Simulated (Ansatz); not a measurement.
`CBN(C)C` + acetic acid → `CBOC(C)=O` + dimethylamine at 700 K and 1 bar (ligand exchange at a B–N bond).

Gas-phase electronic energies from Ansatz, PBE0-D4/def2-TZVP geometries. CBS: MP2 limit from def2 TZ/QZ plus the TZ coupled-cluster correction, frozen cores. One conformer a species, not always the lowest.

| species | CCSD(T)/CBS energy (Eh) | H − E (kJ/mol) | S (J/(mol·K)) |
| --- | --- | --- | --- |
| `CBN(C)C` | -199.71235 | 436.6 | 470.7 |
| `CC(=O)O` | -228.87529 | 215.3 | 365.4 |
| `CBOC(C)=O` | -293.56968 | 352.8 | 492.8 |
| `CNC` | -135.00321 | 296.9 | 352.4 |

H − E and S are ideal-gas, rigid-rotor, harmonic terms from PBE0-D4/def2-TZVP, for one conformer and one mirror image of each species. 1 Eh = 2625.50 kJ/mol, R = 8.31446 J/(mol·K).

Task: By hand: ΔE, ΔH, ΔS and ΔG.

Result: ΔE = (-293.56968) + (-135.00321) − (-199.71235) − (-228.87529) = 0.01475 Eh = 38.7 kJ/mol. Δ(H − E) = 352.8 + 296.9 − 436.6 − 215.3 = -2.2, so ΔH = 36.5 kJ/mol. ΔS = 492.8 + 352.4 − 470.7 − 365.4 = 9.1 J/(mol·K). ΔG = 36.5 − 700 × (9.1)/1000 = 30.1 kJ/mol.

Task: By hand: the equilibrium constant, and the temperature at which ΔG would vanish if ΔH and ΔS stayed fixed.

Result: log₁₀ K = −ΔG/(RT ln 10) = -2.2. ΔG = 0 at ΔH/ΔS = 4011 K, far beyond where these terms or the molecules hold.

The number of gas molecules stays the same, so ΔS is small and ΔH decides. A doubt of 5 kJ/mol in ΔE shifts log₁₀ K by 0.4 here. Other conformers and mirror images would add mixing entropy, several J/(mol·K) or more a flexible species. These are equilibria of isolated gas molecules and say nothing of rates. Largest T1 diagnostic: 0.015 (customary marks: 0.02 for closed shells, 0.045 for open ones).
